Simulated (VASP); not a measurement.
MgSe:

```xyz
2
Lattice="0.0000 2.7255 2.7255 2.7255 0.0000 2.7255 2.7255 2.7255 0.0000" Properties=species:S:1:pos:R:3 pbc="T T T"
Se    2.7255    2.7255    2.7255
Mg    0.0000    0.0000    0.0000
```

Base run:

```yaml
Program: VASP 6.6.1
Functional: r2SCAN
Potentials_or_basis: VASP PAW PBE potentials, release 64 (Se, Mg)
Cutoff: 520 eV
k_mesh: 8 × 8 × 8
Occupations: gaussian, width 0.02 eV
Spin: no spin polarisation
```

Its results: band gap on the k mesh 2.46 eV, indirect (least direct gap 3.49 eV).

Problem. After a change of settings the same cell gave: band gap on the k mesh 2.79 eV, indirect (least direct gap 3.80 eV). Which change was it?
A. functional from r2SCAN to HSE03; k mesh from 8 × 8 × 8 to 6 × 6 × 6
B. functional from r2SCAN to PBE0; k mesh from 8 × 8 × 8 to 6 × 6 × 6
C. functional from r2SCAN to LDA; potentials or basis from VASP PAW PBE potentials, release 64 (Se, Mg) to VASP PAW LDA potentials, release 64 (Se, Mg)
D. functional from r2SCAN to TB-mBJ

Solution. D.

Not every run made on this cell is shown here.
